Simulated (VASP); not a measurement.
KCl (Sylvite): equation of state with PBEsol

Crystal: KCl (Sylvite).

```
K Cl
1.0
     0.00000    3.14647    3.14647
     3.14647    0.00000    3.14647
     3.14647    3.14647    0.00000
K Cl
1 1
Direct
  0.00000 0.00000 0.00000
  0.50000 0.50000 0.50000
```

```json
{
 "Program": "VASP 6.6.1",
 "Task": "equation of state",
 "Functional": "PBEsol",
 "Potentials or basis": "VASP PAW PBE potentials, release 64 (K_sv, Cl)",
 "Cutoff": "520 eV",
 "k mesh": "7 × 7 × 7",
 "Occupations": "fermi-dirac, width 0.05 eV",
 "Spin": "no spin polarisation"
}
```

```
Equilibrium volume                      : 30.57 Å³/atom
Bulk modulus                            : 18.4 GPa
Pressure derivative of the bulk modulus : 5.0
```

Energy against volume, from the lowest point:
```csv
volume (Å³/atom),energy (meV/atom)
29.282,3.40
29.905,0.88
30.528,0.00
31.151,0.61
31.774,2.53
32.397,5.59
33.020,9.68
```

All runs of the series together: 2.6 min on 1 thread of Intel(R) Xeon(R) Platinum 8488C (Sapphire Rapids), on a shared host.

Caveat: the PAW data sets were made with another functional, which shifts forces and pressure a little.
